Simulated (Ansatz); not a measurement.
Input, command and steps of an Ansatz relaxation.

```yaml
crystal:
  lattice:
    - [2.8795009639, 0.0, 0.0]
    - [0.039072758, 2.8792794796, 0.0]
    - [0.0174953863, 0.0172449008, 5.1763391994]
  atoms:
    - { symbol: Cu, position: [0.5, 0.0, 0.5] }
    - { symbol: Cu, position: [0.0, 0.5, 0.0] }
    - { symbol: O, position: [0.00157603, 0.99832822, 0.2501129] }
    - { symbol: O, position: [0.99842397, 0.00167178, 0.7498871] }
basis:
  ecutwfc: 420
kpoints:
  mp_grid: { grid: [6, 6, 4] }
hamiltonian:
  xc: pbe
scf:
  occupations: { method: gaussian, width: 0.1 }
  lower_state_search: "off"
output:
  forces: true
  stress: true
  eigenvalues: true
relax:
  adjacent_minimum: "off"
  f_tol: 0.04
  max_steps: 70
  cell: { stress_tol: 0.4 }
```

```bash
ansatz run input.yaml --threads 1 --pin off --max-ram 2560MiB --backend cpu --events-out ev --progress --plain --runs-dir out
```

The calculation used DFT PBE, scalar-relativistic, plane waves, PAW (Ansatz).

Of 6 frames 6 are shown, positions in Å and forces in eV/Å; the SCF threshold varies from step to step. Steps run on the plane waves of an earlier cell, with a Pulay correction in the pressure. The basis is chosen afresh for the last frame, the zero of the energies, and at times for earlier ones too; energy and pressure step there, also at an unchanged geometry. Here that happened at step 4 (-2 meV/atom, 0.3 GPa); the frames before carry an error of that size.

```xyz
4
Lattice="2.8795 0.0000 0.0000 0.0391 2.8793 0.0000 0.0175 0.0172 5.1763" Properties=species:S:1:pos:R:3:forces:R:3 pbc="T T T" step=1 free_energy_over_end_meV_per_atom=9.01 pressure_GPa=5.77
Cu    1.4485    0.0086    2.5882    0.0000    0.0000    0.0000
Cu    0.0195    1.4396    0.0000    0.0000    0.0000    0.0000
O     0.0479    2.8788    1.2947   -0.0046    0.0062   -0.0096
O     2.8881    0.0177    3.8817    0.0046   -0.0062    0.0096
4
Lattice="2.9147 -0.0027 -0.0007 0.0369 2.9150 -0.0007 0.0164 0.0162 5.1569" Properties=species:S:1:pos:R:3:forces:R:3 pbc="T T T" step=2 free_energy_over_end_meV_per_atom=3.29 pressure_GPa=2.77
Cu    1.4655    0.0068    2.5781    0.0000    0.0000    0.0000
Cu    0.0184    1.4575   -0.0004    0.0000    0.0000    0.0000
O     0.0448    2.9149    1.2888   -0.0040    0.0053   -0.0065
O     2.9232    0.0136    3.8666    0.0040   -0.0053    0.0065
4
Lattice="2.9404 -0.0066 -0.0018 0.0333 2.9406 -0.0018 0.0146 0.0144 5.1569" Properties=species:S:1:pos:R:3:forces:R:3 pbc="T T T" step=3 free_energy_over_end_meV_per_atom=2.26 pressure_GPa=0.17
Cu    1.4775    0.0039    2.5776    0.0000    0.0000    0.0000
Cu    0.0166    1.4703   -0.0009    0.0000    0.0000    0.0000
O     0.0397    2.9413    1.2875   -0.0027    0.0034   -0.0023
O     2.9486    0.0071    3.8658    0.0027   -0.0034    0.0023
4
Lattice="2.9404 -0.0066 -0.0018 0.0333 2.9406 -0.0018 0.0146 0.0144 5.1569" Properties=species:S:1:pos:R:3:forces:R:3 pbc="T T T" step=4 free_energy_over_end_meV_per_atom=0.07 pressure_GPa=0.47
Cu    1.4775    0.0039    2.5776    0.0000    0.0000    0.0000
Cu    0.0166    1.4703   -0.0009    0.0000    0.0000    0.0000
O     0.0397    2.9413    1.2875   -0.0027    0.0035   -0.0018
O     2.9486    0.0071    3.8658    0.0027   -0.0035    0.0018
4
Lattice="2.9454 -0.0093 -0.0025 0.0307 2.9455 -0.0025 0.0134 0.0132 5.1567" Properties=species:S:1:pos:R:3:forces:R:3 pbc="T T T" step=5 free_energy_over_end_meV_per_atom=0.15 pressure_GPa=0.03
Cu    1.4794    0.0020    2.5771    0.0000    0.0000    0.0000
Cu    0.0153    1.4727   -0.0012    0.0000    0.0000    0.0000
O     0.0361    2.9465    1.2867   -0.0019    0.0024   -0.0005
O     2.9533    0.0029    3.8650    0.0019   -0.0024    0.0005
4
Lattice="2.9454 -0.0093 -0.0025 0.0307 2.9455 -0.0025 0.0134 0.0132 5.1567" Properties=species:S:1:pos:R:3:forces:R:3 pbc="T T T" step=6 free_energy_over_end_meV_per_atom=0.00 pressure_GPa=0.04
Cu    1.4794    0.0020    2.5771    0.0000    0.0000    0.0000
Cu    0.0153    1.4727   -0.0012    0.0000    0.0000    0.0000
O     0.0361    2.9465    1.2867   -0.0019    0.0024   -0.0007
O     2.9533    0.0029    3.8650    0.0019   -0.0024    0.0007
```

Time: 27 s on 1 thread of Arm Neoverse V2, on a shared host, peak memory 0.36 GiB.

The k mesh is coarse. Spin polarisation was left out, and a magnetic state may lie lower.